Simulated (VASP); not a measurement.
Input of a VASP 6.6.1 run:

Contents of POSCAR:

```
AlN
1.0
    0.0000000000      2.0345180000      2.1362439000
    2.0345180000      0.0000000000      2.1362439000
    2.0345180000      2.0345180000      0.0000000000
Al N
1 1
Direct
    0.5000000000      0.5000000000      0.5000000000
    0.0000000000      0.0000000000      0.0000000000
```

File INCAR.step1:

```
  ALGO = Normal
  EDIFF = 1E-4
  ENCUT = 520
  GGA = PE
  ISMEAR = 0
  LASPH = True
  LCHARG = False
  LREAL = False
  LWAVE = True
  NBANDS = 11
  NELM = 100
  PREC = Accurate
  SIGMA = 0.05
```

Contents of INCAR.step2:

```
  ALGO = Normal
  EDIFF = 1E-7
  ENCUT = 520
  ISIF = 2
  ISMEAR = 0
  ISTART = 1
  LASPH = True
  LCHARG = False
  LMIXTAU = True
  LREAL = False
  LWAVE = False
  METAGGA = R2SCAN
  NBANDS = 11
  NELM = 100
  PREC = Accurate
  SIGMA = 0.05
```

File KPOINTS:

```
k-points
0
Gamma
  10 10 10
```

Potentials or basis: VASP PAW PBE potentials, release 64 (Al, N).

Command:

```sh
$ cat potpaw_PBE.64/Al/POTCAR potpaw_PBE.64/N/POTCAR > POTCAR
$ cp INCAR.step1 INCAR
$ mpirun -np 1 vasp_std > vasp.out
$ cp INCAR.step2 INCAR
$ mpirun -np 1 vasp_std > vasp.out
```

**Question.** Predict the band gap on the k mesh.

**Answer.** 4.48 eV, indirect (least direct gap 5.28 eV).

**Question.** What does it give for the pressure?

**Answer.** -17.0 GPa.

Stress tensor (GPa, compression positive):
```
-14.44   0.00   0.00
  0.00 -14.44   0.00
  0.00   0.00 -22.15
```

Caveat: so large a pressure means that the cell lies far from this level's equilibrium, or that cutoff or potentials fall short; the potentials were made for another functional, which shifts forces and pressure. A k mesh can miss the band edges.
